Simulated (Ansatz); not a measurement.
**MoS2: stress in a strained cell**

MoS2 is deformed so: equal xx and yy strain of -3 %. What stress and forces result, by LAPW, PAW and all-electron datasets made for the crystal?

Computed with Ansatz 0.2.0 (DFT PBE, scalar-relativistic, unless a step's input says otherwise).

### Step 1. The starting structure

The structure is hexagonal, space group P6_3/mmc (No. 194). Conventional cell: a = 3.161 Å, b = 3.161 Å, c = 12.295 Å, α = 90.00°, β = 90.00°, γ = 120.00°. Mo (site symmetry -6m2) is surrounded by 6 S at 2.37 Å. Around S (site symmetry 3m) lie 3 Mo at 2.37 Å.

Structure file:

```cif
data_structure
_symmetry_space_group_name_H-M 'P6_3/mmc'
_symmetry_Int_Tables_number 194
_cell_length_a 3.1610
_cell_length_b 3.1610
_cell_length_c 12.2950
_cell_angle_alpha 90.000
_cell_angle_beta 90.000
_cell_angle_gamma 120.000
_cell_volume 106.39
loop_
_atom_site_label
_atom_site_type_symbol
_atom_site_symmetry_multiplicity
_atom_site_Wyckoff_symbol
_atom_site_fract_x
_atom_site_fract_y
_atom_site_fract_z
_atom_site_occupancy
Mo1 Mo 2 c 0.33333 0.66667 0.25000 1
S1 S 4 f 0.33333 0.66667 0.62750 1
```

The file gives the conventional cell by its symmetry; the runs use the cell typed in the input.

Atoms are numbered in the order of the input: Mo1, Mo2, S3, S4, S5, S6.

### Step 2. After the deformation

Space group P6_3/mmc before, P6_3/mmc after.

### Step 3. All-electron LAPW

Input file input.yaml:

```yaml
crystal:
  lattice:
    - [3.0661715536, 0.0, 0.0]
    - [-1.5330857768, 2.6553824578, 0.0]
    - [0.0, 0.0, 12.295]
  atoms:
    - { symbol: Mo, position: [0.3333333333, 0.6666666667, 0.25] }
    - { symbol: Mo, position: [0.6666666667, 0.3333333333, 0.75] }
    - { symbol: S, position: [0.3333333333, 0.6666666667, 0.6275] }
    - { symbol: S, position: [0.6666666667, 0.3333333333, 0.1275] }
    - { symbol: S, position: [0.3333333333, 0.6666666667, 0.8725] }
    - { symbol: S, position: [0.6666666667, 0.3333333333, 0.3725] }
kpoints:
  mp_grid: { grid: [10, 10, 3] }
  band_path:
    path:
      - [0.0, 0.0, 0.0]
      - [0.5, 0.0, 0.0]
      - [0.3333333333, 0.3333333333, 0.0]
      - [0.0, 0.0, 0.0]
      - [0.0, 0.0, 0.5]
      - [0.5, 0.0, 0.5]
      - [0.3333333333, 0.3333333333, 0.5]
      - [0.0, 0.0, 0.5]
      - [0.5, 0.0, 0.5]
    npoints: 5
scf:
  occupations: { method: fermi_dirac, width: 0.03 }
hamiltonian:
  xc: pbe
  pseudopotentials: { kind: all_electron, lapw: { basis_error: 0.001 } }
output:
  forces: true
  stress: true
  eigenvalues: true
```

The run is started by

```sh
$ ansatz run input.yaml --threads 2 --pin off --max-ram 6144MiB --backend cpu --events-out ev --progress --plain --runs-dir out
```

### Step 4. PAW on the default files

input.yaml, as its differences from that of step 3:

```diff
@@ -14,14 +14,2 @@
   mp_grid: { grid: [10, 10, 3] }
-  band_path:
-    path:
-      - [0.0, 0.0, 0.0]
-      - [0.5, 0.0, 0.0]
-      - [0.3333333333, 0.3333333333, 0.0]
-      - [0.0, 0.0, 0.0]
-      - [0.0, 0.0, 0.5]
-      - [0.5, 0.0, 0.5]
-      - [0.3333333333, 0.3333333333, 0.5]
-      - [0.0, 0.0, 0.5]
-      - [0.5, 0.0, 0.5]
-    npoints: 5
 scf:
@@ -30,3 +18,3 @@
   xc: pbe
-  pseudopotentials: { kind: all_electron, lapw: { basis_error: 0.001 } }
+  pseudopotentials: { kind: paw }
 output:
@@ -35 +23,2 @@
   eigenvalues: true
+  efg: { contact_densities: true }
```

### Step 5. All-electron PAW on datasets made for the crystal

input.yaml, as its differences from that of step 4:

```diff
@@ -18,3 +18,3 @@
   xc: pbe
-  pseudopotentials: { kind: paw }
+  pseudopotentials: { kind: all_electron, datasets: crystal }
 output:
```

(Steps that only read results are left out.)

Q: Predict the outcome of this session. Wanted: pressure; largest shear or deviatoric stress.

**Answer**, as computed:

| quantity | value |
| --- | --- |
| pressure | LAPW 20.66, PAW 20.64, crystal datasets 20.66 GPa |
| largest shear or deviatoric stress (LAPW) | 1.58 GPa |

What this shows: The largest part of the stress beyond the pressure is 1.58 GPa in size, in the zz component; the atoms are carried along and not relaxed. No run of the undeformed cell stands beside it, so the pressure holds what the given cell had before the change. PAW: stress within 0.03 GPa of LAPW, forces within 1 meV/Å. Crystal datasets: stress within 0.01 GPa of LAPW, forces within 1 meV/Å.
